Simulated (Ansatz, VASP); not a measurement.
**InAs: VASP beside Ansatz**

```
In As
1.0
     0.00000    3.17128    3.17128
     3.17128    0.00000    3.17128
     3.17128    3.17128    0.00000
In As
1 1
Direct
  0.75000 0.75000 0.75000
  0.00000 0.00000 0.00000
```

Alike in both runs: functional PBE; k mesh 12 × 12 × 12; occupations gaussian, width 0.1 eV; no spin polarisation.

Ansatz relaxed the structure, and its values are those at the end. VASP's run is a single point on that final structure, the one shown.

|  | VASP | Ansatz |
| --- | --- | --- |
| version | VASP 6.6.1 | Ansatz 0.2.0 |
| potentials or method | VASP PAW PBE potentials, release 64 (In_d, As) | scalar-relativistic, plane waves, PAW |
| plane-wave cutoff (eV) | 520 | 420 |
| valence electrons in the cell | 18 | 28 |

```csv
,VASP,Ansatz,Ansatz less VASP
gap on the k mesh at the Fermi level (eV),none,none,-
pressure (GPa),-3.0,-3.0,-0.03
```

A gap of «none» marks a metal or a gap that the smearing closes. The two sets of potentials don't hold the same shells in valence.
